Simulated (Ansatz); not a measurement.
ZnS: frozen normal mode

Computed with DFT PBE, scalar-relativistic, plane waves, PAW (Ansatz). The runs took a 420 eV cutoff, a Γ-centred 12×12×2 mesh and Gaussian smearing (0.05 eV). No spin polarisation. Energies are free energies at this smearing, counted from the undisturbed cell; pressure is positive in compression.

Reference structure (relaxed at this level):

```
Zn S
1.0
     3.84549    0.00000    0.00000
    -1.92275    3.33029    0.00000
     0.00000    0.00000   12.61067
Zn S
4 4
Direct
  0.33333 0.66667 0.00261
  0.33333 0.66667 0.50261
  0.66667 0.33333 0.25261
  0.66667 0.33333 0.75261
  0.33333 0.66667 0.18989
  0.33333 0.66667 0.68989
  0.66667 0.33333 0.43989
  0.66667 0.33333 0.93989
```

A zone-centre mode of this cell is frozen in: each atom moves by x times its row below, so x is the largest displacement.
```
atom ux uy uz
 Zn1  -0.438  0.000  0.000
 Zn2   0.438  0.000  0.000
 Zn3   0.026  0.000  0.000
 Zn4  -0.026  0.000  0.000
  S5   0.000  0.000  0.000
  S6   0.000  0.000  0.000
  S7  -1.000  0.000  0.000
  S8   1.000  0.000  0.000
```

```tsv
x (Å)	ΔE (meV/cell)	force along the mode (eV/Å)	pressure (GPa)	gap on the mesh (eV)
-0.2000	488.0	5.17	1.4	2.05
-0.1000	116.5	2.37	0.3	2.07
0.0000	0.0	0.00	0.0	2.08
0.0250	7.2	-0.57	0.0	2.08
0.0500	28.8	-1.16	0.1	2.08
0.0750	65.1	-1.75	0.2	2.07
0.1250	183.7	-3.01	0.5	2.06
0.1500	267.3	-3.69	0.8	2.06
0.1750	368.4	-4.41	1.1	2.05
```

By symmetry 0.2000 repeats -0.2000, -0.1500 repeats 0.1500, 0.1000 repeats -0.1000, -0.0500 repeats 0.0500 in energy, with the opposite slope along the path.

Cost: 9 runs of about 15 core-minutes in all, on AMD EPYC (Zen 3) (shared hosts).